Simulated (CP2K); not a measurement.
Runs of CP2K 2026.2 on Ba. The structure is cubic, space group Im-3m (No. 229). Conventional cell: a = 5.013 Å, b = 5.013 Å, c = 5.013 Å, α = 90.00°, β = 90.00°, γ = 90.00°. Around Ba (site symmetry m-3m) lie 8 Ba at 4.34 Å. 

```tsv
task	level	smearing	EPS_DEFAULT	NGRIDS	CUTOFF of the grids	points a segment of the path (NPOINTS)	bands added on the path	gap on the mesh (eV)	pressure (GPa)
single point	RPBE	gaussian 0.1 eV	1.0E-10	4	450 Ry	-	-	none	(a)
single point	PBE	gaussian 0.1 eV	1.0E-10	5	450 Ry	-	-	none	0.0
band structure	TB-mBJ	fermi-dirac 0.1 eV	1.0E-9	4	675 Ry	6	4	none	-
single point	PBEsol	gaussian 0.05 eV	1.0E-10	5	450 Ry	-	-	none	-0.7
```

Alike in all rows: potentials or basis POTENTIAL_UZH Ba GTH-PBE-q10; TZVP-MOLOPT-PBE-GTH basis; no spin polarisation; cell as given; k mesh 8 × 8 × 8.

Task: Fill in the values left out.

Result: (a) 0.7.

Caveats: the basis of atomic orbitals isn't converged, which shifts pressures, moduli and gaps; the potentials were made for another functional, which shifts forces and pressure (some runs); this is a model potential without an energy functional, so only levels have meaning (some runs).

A k mesh can miss the band edges, and the runs leave out spin-orbit coupling on Ba.

A gap of «none» marks a metal or a gap under the smearing width.

Not every run made on this cell is shown here.
